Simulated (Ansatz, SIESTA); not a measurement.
Given: the input of a run of SIESTA 5.4.2 on Sb. This isn't the form of Sb at room conditions, which is rhombohedral.

Contents of Sb.fdf:

```
SystemName                      Sb
SystemLabel                     Sb
NumberOfSpecies                 1
NumberOfAtoms                   1
%block ChemicalSpeciesLabel
  1  51 Sb
%endblock ChemicalSpeciesLabel

LatticeConstant                 1.0 Ang
%block LatticeVectors
    -1.5765401831     1.5765401831     2.7119384313
     1.5765401831    -1.5765401831     2.7119384313
     1.5765401831     1.5765401831    -2.7119384313
%endblock LatticeVectors
AtomicCoordinatesFormat         Fractional
%block AtomicCoordinatesAndAtomicSpecies
     0.0000000000     0.0000000000     0.0000000000  1  Sb
%endblock AtomicCoordinatesAndAtomicSpecies

%block kgrid.MonkhorstPack
   12   0   0  0.0
    0  12   0  0.0
    0   0  12  0.0
%endblock kgrid.MonkhorstPack
XC.Functional                   GGA
XC.Authors                      PBEsol
PAO.BasisSize                   DZP
PAO.EnergyShift                 0.003 Ry
Mesh.Cutoff                     500 Ry
OccupationFunction              FD
ElectronicTemperature           0.05 eV
MaxSCFIterations                120
SCF.MustConverge                false
SCF.Mixer.Method                Pulay
SCF.Mixer.Weight                0.25
SCF.Mixer.History               8
SCF.DM.Tolerance                5.0e-05
SCF.H.Tolerance                 1.0e-03 eV
WriteForces                     true
Charge.Mulliken                 end
%block PAO.Basis
  Sb 4
  n=5 0 2
    5.972 0.000
  n=5 1 2
    7.842 0.000
  n=4 2 2
    3.490 0.000
  n=5 2 1
    7.842
%endblock PAO.Basis
```

Potentials or basis: PseudoDojo 0.4 standard (PBEsol files), converted to PSML, two zetas on semicore shells, DZP (energy shift 0.003 Ry; two zetas on semicore shells).

Run with:

```sh
$ siesta Sb.fdf > Sb.out 2>&1
```

Translate it to Ansatz 0.2.0. Potentials or basis there: Ansatz PAW, cutoff 420 eV.

As run (cutoffs and basis follow the program's own potentials, and thresholds, step limits or extra output files can differ):

input.yaml

```yaml
crystal:
  lattice:
    - [-1.5765401831, 1.5765401831, 2.7119384313]
    - [1.5765401831, -1.5765401831, 2.7119384313]
    - [1.5765401831, 1.5765401831, -2.7119384313]
  atoms:
    - { symbol: Sb, position: [0.0, 0.0, 0.0] }
hamiltonian:
  xc: pbesol
  pseudopotentials: { kind: paw }
kpoints:
  mp_grid: { grid: [12, 12, 12] }
scf:
  occupations: { method: fermi_dirac, width: 0.05 }
output:
  forces: true
  stress: true
  eigenvalues: true
```

Potentials or basis: Ansatz PAW.

Run with:

```console
$ ansatz run input.yaml --threads 1 --pin off --max-ram 3584MiB --backend cpu --events-out ev --progress --plain --runs-dir out
```

Both were run:

|  | SIESTA | Ansatz |
| --- | --- | --- |
| Pressure | 0.7 GPa | -1.3 GPa |

Ansatz's pressure holds a Pulay term of +0.04 GPa for its cutoff of 420 eV, which the other run lacks.

Ansatz's potentials were made for PBE.

Where Ansatz's input types no cutoff or centring, it takes its own default and a Γ-centred mesh.

Pressure is positive in compression.
